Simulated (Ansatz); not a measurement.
TiAl$_{3}$ at several levels of theory

Method: Ansatz 0.2.0, DFT PBE, scalar-relativistic, plane waves. The atoms stay where they are, in a cell that isn't relaxed at these levels; pressure is positive in compression.

```yaml
crystal:
  lattice:
    - [2.83968, 0.00000, 0.00000]
    - [0.00000, 4.68126, 0.00000]
    - [0.00000, 0.00000, 4.90074]
  atoms:
    - { symbol: Ti, position: [0.00000, 0.50000, 0.16592] }
    - { symbol: Al, position: [0.50000, 0.50000, 0.66727] }
    - { symbol: Al, position: [0.50000, 0.00000, 0.33091] }
    - { symbol: Al, position: [0.00000, 0.00000, 0.83590] }
```

```
Γ-centred k-mesh : 14×10×10
occupation rule  : Gaussian smearing, 0.1 eV
spin treatment   : unpolarised
```

```json
{"set of potentials": "PAW (default set)", "cutoff (eV)": "420", "gap on mesh (eV)": "metal", "P (GPa)": "0.0", "largest force (eV/Å)": "0.045"}
{"set of potentials": "PAW (harder set)", "cutoff (eV)": "900", "gap on mesh (eV)": "metal", "P (GPa)": "-0.1", "largest force (eV/Å)": "0.046"}
```

(1) What do the runs give for norm-conserving potentials?

Results:

(1) They give:

| set of potentials | cutoff (eV) | gap on mesh (eV) | P (GPa) | largest force (eV/Å) |
| --- | --- | --- | --- | --- |
| norm-conserving potentials | 1155 | metal | -0.1 | 0.045 |

This form isn't the usual stable structure of the compound.

1 further run of this set didn't finish or converge.